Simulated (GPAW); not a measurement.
# Does MnSi15C16 (SiC32 Mn1) carry moments in GPAW?, part 2 of 2

Wanted: the moments of MnSi15C16 (SiC32 Mn1) and the energy gained by spin polarisation.

GPAW 26.7.0; PBE; plane waves with GPAW's PAW setups, scalar-relativistic.

So far. Step 2 (Start 1: ferro +): After 38 cycles the largest moment stands at 2.32 μB.

## Step 3: Run 2 (no spin polarisation)

A run without seeds gives the energy of the state without moments.

The input, nospin.py:

```python
import json
import numpy as np
from ase import Atoms
from ase.parallel import paropen, parprint
from gpaw import GPAW

atoms = Atoms(['Mn', 'C', 'Si', 'C', 'Si', 'C', 'Si', 'C', 'Si', 'C', 'Si', 'C', 'Si', 'C', 'Si', 'C', 'Si', 'C', 'Si', 'C', 'Si', 'C', 'Si', 'C', 'Si', 'C', 'Si', 'C', 'Si', 'C', 'Si', 'C'],
    cell=[[8.72, 0.0, 0.0],
         [0.0, 8.72, 0.0],
         [0.0, 0.0, 4.36]],
    scaled_positions=[[0.0, 0.0, 0.0],
         [0.125, 0.125, 0.25],
         [0.0, 0.25, 0.5],
         [0.125, 0.375, 0.75],
         [0.25, 0.0, 0.5],
         [0.375, 0.125, 0.75],
         [0.25, 0.25, 0.0],
         [0.375, 0.375, 0.25],
         [0.0, 0.5, 0.0],
         [0.125, 0.625, 0.25],
         [0.0, 0.75, 0.5],
         [0.125, 0.875, 0.75],
         [0.25, 0.5, 0.5],
         [0.375, 0.625, 0.75],
         [0.25, 0.75, 0.0],
         [0.375, 0.875, 0.25],
         [0.5, 0.0, 0.0],
         [0.625, 0.125, 0.25],
         [0.5, 0.25, 0.5],
         [0.625, 0.375, 0.75],
         [0.75, 0.0, 0.5],
         [0.875, 0.125, 0.75],
         [0.75, 0.25, 0.0],
         [0.875, 0.375, 0.25],
         [0.5, 0.5, 0.0],
         [0.625, 0.625, 0.25],
         [0.5, 0.75, 0.5],
         [0.625, 0.875, 0.75],
         [0.75, 0.5, 0.5],
         [0.875, 0.625, 0.75],
         [0.75, 0.75, 0.0],
         [0.875, 0.875, 0.25]],
    pbc=True)
atoms.calc = GPAW(mode={'name': 'pw', 'ecut': 600},
    xc='PBE',
    kpts={'size': (3, 3, 6), 'gamma': True},
    occupations={'name': 'fermi-dirac', 'width': 0.05},
    convergence={'density': 1e-05, 'energy': 1e-05},
    maxiter=200,
    mixer={'name': 'pulay', 'beta': 0.05, 'nmaxold': 6, 'weight': 50},
    symmetry={'tolerance': 1e-4},
    txt='nospin.txt')
e = atoms.get_potential_energy(force_consistent=True)
res = {'free_energy': e, 'energy_sigma0': atoms.get_potential_energy(), 'fermi_energy': atoms.calc.get_fermi_level()}
parprint(f'free energy: {e:.6f} eV')
atoms.calc.write('nospin.gpw')
with paropen('results.json', 'w') as f:
    json.dump(res, f)
```

The run is started by

```sh
$ OMP_NUM_THREADS=1 mpirun -n 4 gpaw python nospin.py > nospin.log
```

Numbers of over 12 decimals in the logs are rounded to 6 here.

Log:

```text
free energy: -240.525296 eV

--- nospin.txt ---
Input parameters:
  mode=PW(ecut=600),
  convergence={'density': 1e-05, 'energy': 1e-05},
  kpts=MonkhorstPack(size=(3, 3, 6), gamma=True),
  maxiter=200,
  mixer=Pulay(name='pulay', nmaxold=6, beta=0.05, weight=50, sigma=0.015, g_ss=None),
  occupations=Occupations(name='fermi-dirac', width=0.05),
  symmetry=Symmetry(tolerance=0.0001),
  xc=XC(name='PBE')

Diagonalizing LCAO Hamiltonian
Converting LCAO to pw mode
      .--------------------.
     /|                    |
    / | C         C        |
   /  |     C          C   |
  /  SC      C SC       C  |
 *    .--Si--------Si------.
 |Si / C CSi Si  C  Ci    /
 |  /      C         C   /
 | /C Si      SC Si     /
 |/     Si        Si   /
 Mn--------Si---------*

Atoms  # Å, Bohr magnetons
|    | symbol |        x |        y |        z |    initial magnetic moments |
|----|--------|----------|----------|----------|-----------------------------|
|  0 |     Mn | 0.000000 | 0.000000 | 0.000000 | ( 0.0000,  0.0000,  0.0000) |
|  1 |      C | 1.090000 | 1.090000 | 1.090000 | ( 0.0000,  0.0000,  0.0000) |
|  2 |     Si | 0.000000 | 2.180000 | 2.180000 | ( 0.0000,  0.0000,  0.0000) |
|  3 |      C | 1.090000 | 3.270000 | 3.270000 | ( 0.0000,  0.0000,  0.0000) |
|  4 |     Si | 2.180000 | 0.000000 | 2.180000 | ( 0.0000,  0.0000,  0.0000) |
|  5 |      C | 3.270000 | 1.090000 | 3.270000 | ( 0.0000,  0.0000,  0.0000) |
|  6 |     Si | 2.180000 | 2.180000 | 0.000000 | ( 0.0000,  0.0000,  0.0000) |
|  7 |      C | 3.270000 | 3.270000 | 1.090000 | ( 0.0000,  0.0000,  0.0000) |
|  8 |     Si | 0.000000 | 4.360000 | 0.000000 | ( 0.0000,  0.0000,  0.0000) |
|  9 |      C | 1.090000 | 5.450000 | 1.090000 | ( 0.0000,  0.0000,  0.0000) |
| 10 |     Si | 0.000000 | 6.540000 | 2.180000 | ( 0.0000,  0.0000,  0.0000) |
| 11 |      C | 1.090000 | 7.630000 | 3.270000 | ( 0.0000,  0.0000,  0.0000) |
| 12 |     Si | 2.180000 | 4.360000 | 2.180000 | ( 0.0000,  0.0000,  0.0000) |
| 13 |      C | 3.270000 | 5.450000 | 3.270000 | ( 0.0000,  0.0000,  0.0000) |
| 14 |     Si | 2.180000 | 6.540000 | 0.000000 | ( 0.0000,  0.0000,  0.0000) |
| 15 |      C | 3.270000 | 7.630000 | 1.090000 | ( 0.0000,  0.0000,  0.0000) |
| 16 |     Si | 4.360000 | 0.000000 | 0.000000 | ( 0.0000,  0.0000,  0.0000) |
| 17 |      C | 5.450000 | 1.090000 | 1.090000 | ( 0.0000,  0.0000,  0.0000) |
| 18 |     Si | 4.360000 | 2.180000 | 2.180000 | ( 0.0000,  0.0000,  0.0000) |
| 19 |      C | 5.450000 | 3.270000 | 3.270000 | ( 0.0000,  0.0000,  0.0000) |
| 20 |     Si | 6.540000 | 0.000000 | 2.180000 | ( 0.0000,  0.0000,  0.0000) |
| 21 |      C | 7.630000 | 1.090000 | 3.270000 | ( 0.0000,  0.0000,  0.0000) |
| 22 |     Si | 6.540000 | 2.180000 | 0.000000 | ( 0.0000,  0.0000,  0.0000) |
| 23 |      C | 7.630000 | 3.270000 | 1.090000 | ( 0.0000,  0.0000,  0.0000) |
| 24 |     Si | 4.360000 | 4.360000 | 0.000000 | ( 0.0000,  0.0000,  0.0000) |
| 25 |      C | 5.450000 | 5.450000 | 1.090000 | ( 0.0000,  0.0000,  0.0000) |
| 26 |     Si | 4.360000 | 6.540000 | 2.180000 | ( 0.0000,  0.0000,  0.0000) |
| 27 |      C | 5.450000 | 7.630000 | 3.270000 | ( 0.0000,  0.0000,  0.0000) |
| 28 |     Si | 6.540000 | 4.360000 | 2.180000 | ( 0.0000,  0.0000,  0.0000) |
| 29 |      C | 7.630000 | 5.450000 | 3.270000 | ( 0.0000,  0.0000,  0.0000) |
| 30 |     Si | 6.540000 | 6.540000 | 0.000000 | ( 0.0000,  0.0000,  0.0000) |
| 31 |      C | 7.630000 | 7.630000 | 1.090000 | ( 0.0000,  0.0000,  0.0000) |

Unit cell  # Å
| periodic |        x |        y |        z |  lengths |    angles |
|----------|----------|----------|----------|----------|-----------|
|      yes | 8.720000 | 0.000000 | 0.000000 | 8.720000 | 90.000000 |
|      yes | 0.000000 | 8.720000 | 0.000000 | 8.720000 | 90.000000 |
|      yes | 0.000000 | 0.000000 | 4.360000 | 4.360000 | 90.000000 |

Number of symmetries: 8

BZ-sampling:
  Number of BZ points: 54
  Number of IBZ points: 12

  Monkhorst-Pack size: [3, 3, 6]
  Monkhorst-Pack shift: [0.0, 0.0, 0.083333]

Plane wave coefficients: 11108
Cutoff: 600.0 eV

Spin-components: 1 (collinear spins)
Bands:           88
Projectors:      161
Spin-degeneracy: 2
Datatype:        complex128

Parallelization:
  kpt:    4
  domain: 1
  band:   1

Density:
  Valence electrons: 139.0
  Components: 1
  Grid points: [50 50 25]
  Charge: 0.0  # |e|

Potential:
  Grid points: [50 50 25]

[... setups left out ...]
Reference energy: -166251.301674  # eV

eigensolver:
  PPCG
  Converge bands: occupied
  niter=2

density mixing:
  Pulay-Mixer
  Linear mixing parameters: 0.05
  Old densities: 6
  Fourier metric: weight=50, sigma=0.015

occupation numbers:
  Fermi-Dirac:
    width: 0.0500  # eV

poisson solver:
  ecut: 4800.0  # eV

xc functional:
  name: PBE with 2 nearest neighbor stencil

convergence criteria:
- Maximum integral of absolute [dens]ity change: 1e-05 electrons / valence electron
- Maximum [total energy] change in last 3 cyles: 1e-05 eV / valence electron
- Maximum integral of absolute [eigenst]ate change: 4e-08 eV^2 / valence electron
maximum number of iterations: 200

SCF iterations
|iter     |      energy | eigst |  dens |
|---------|-------------|-------|-------|
|iter:   1|       0s | -265.291613 | +0.36 |       |
|iter:   2|      10s | -259.742591 | -1.17 | -0.61 |
|iter:   3|      19s | -242.033820 | +0.13 | -0.65 |
|iter:   4|      29s | -247.917714 | -0.81 | -1.12 |
|iter:   5|      38s | -240.283472 | -0.67 | -1.03 |
|iter:   6|      48s | -240.534274 | -1.90 | -1.25 |
|iter:   7|      57s | -240.878339 | -1.93 | -1.27 |
|iter:   8|      66s | -240.522658 | -1.81 | -1.65 |
|iter:   9|      75s | -240.507252 | -2.56 | -2.04 |
|iter:  10|      83s | -240.490100 | -2.87 | -2.15 |
|iter:  11|      92s | -240.488372 | -3.94 | -2.38 |
|iter:  12|     100s | -240.490661 | -3.84 | -2.45 |
|iter:  13|     109s | -240.489521 | -4.37 | -2.75 |
|iter:  14|     118s | -240.489421c| -5.56 | -2.88 |
|iter:  15|     126s | -240.489433c| -5.14 | -2.92 |
|iter:  16|     135s | -240.489492c| -6.05 | -3.05 |
|iter:  17|     144s | -240.489595c| -6.29 | -3.08 |
|iter:  18|     153s | -240.489726c| -6.27 | -3.20 |
|iter:  19|     161s | -240.489735c| -6.36 | -3.62 |
|iter:  20|     170s | -240.489732c| -6.64 | -3.79 |
|iter:  21|     179s | -240.489731c| -6.57 | -3.85 |
|iter:  22|     187s | -240.489730c| -7.51c| -3.93 |
|iter:  23|     196s | -240.489732c| -6.81 | -3.98 |
|iter:  24|     200s | -240.489731c| -7.59c| -4.54 |
|iter:  25|     205s | -240.489730c| -7.85c| -4.65 |
|iter:  26|     209s | -240.489729c| -7.72c| -4.75 |
|iter:  27|     213s | -240.489729c| -8.26c| -4.75 |
|iter:  28|     218s | -240.489729c| -8.16c| -4.86 |
|iter:  29|     222s | -240.489729c| -8.17c| -4.94 |
|iter:  30|     226s | -240.489729c| -9.00c| -5.35c|

Converged in 30 steps
Energy contributions relative to reference atoms: (reference = -166251.301674)

Energy contributions:
  Kinetic:         254.004418
  Coulomb:        -215.256288
  Zero:             -0.059955
  External:          0.000000
  Xc:             -279.142335
  Entropy:          -0.071135
  Spinorbit:         0.000000
  ----------------------------
  Free energy:    -240.525296
  Extrapolated:   -240.489729

dipole moment: (-76.431704, -76.431704, -75.856986)  # |e|*Ang

Fermi level: 9.367
Eigenvalues  # (at kpt = [0.000, 0.000, 0.000])
| band index |      eig [eV] | occ [0-2] |
|------------|---------------|-----------|
|          0 |       -69.861 |     2.000 |
|        ... |               |           |
|         62 |         6.866 |     2.000 |
|         63 |         6.866 |     2.000 |
|         64 |         6.960 |     2.000 |
|         65 |         7.758 |     2.000 |
|         66 |         7.866 |     2.000 |
|         67 |         7.866 |     2.000 |
|         68 |         9.045 |     1.997 |
|         69 |         9.126 |     1.984 |
|         70 |         9.463 |     0.259 |
|         71 |         9.504 |     0.123 |
|         72 |         9.504 |     0.123 |
|         73 |        10.782 |     0.000 |
|         74 |        11.227 |     0.000 |
|         75 |        11.227 |     0.000 |
|         76 |        12.215 |     0.000 |
|         77 |        12.275 |     0.000 |
|        ... |               |           |
|         87 |        14.301 |     0.000 |

No gap
No difference between direct/indirect transitions
```

Run time: 4.1 min. Hardware: 4 MPI ranks of Arm Neoverse V1, shared host; peak memory 1.8 GiB.

This step gave:

* final state: non-magnetic (no spin polarisation)

It lies 288 meV a seeded atom over the first start.

## Step 4: Ranking

These are free energies at a smearing of 0.05 eV, so its entropy term is in the differences. They are divided by the number of seeded atoms, so that cells of unlike size compare.

Orders:

| start | final state | typed order kept | energy over the lowest (meV a seeded atom) | largest site moment (μB) | net moment (μB a primitive cell) | mesh matched | CPU time (s) |
| --- | --- | --- | --- | --- | --- | --- | --- |
| ferro + | ferromagnetic | yes | 0 | 2.32 | 2.898 | yes | 2161 |
| no spin polarisation | non-magnetic | - | 288.1 | 0 | 0 | yes | 974.8 |

## Step 5: Results

```
lower run                          : with moments
largest site moment                : 2.32 μB
energy gained by spin polarisation : 288 meV a seeded atom
```

What this shows: The crystal holds moments, up to 2.32 μB, and gains 288 meV a seeded atom by them. No antiferromagnetic order was tried, so the session says nothing on how the moments order.

[Logs and program files are shortened in this print: banners, set-up blocks, solver, clock and traceback lines can be left out without a mark of their own.]

[Logs are printed without paths, hosts, clocks, repeated set-up lines and the standing remarks that a program may print on its own settings, such as how far it seeks lower states.]

[Hosts, paths, dates, database ids (printed as entryN), source tags and the programs' standing remarks are cut or masked in the printed files.]

[Where a cell is said to come from a database of computed structures, the database is the Materials Project.]
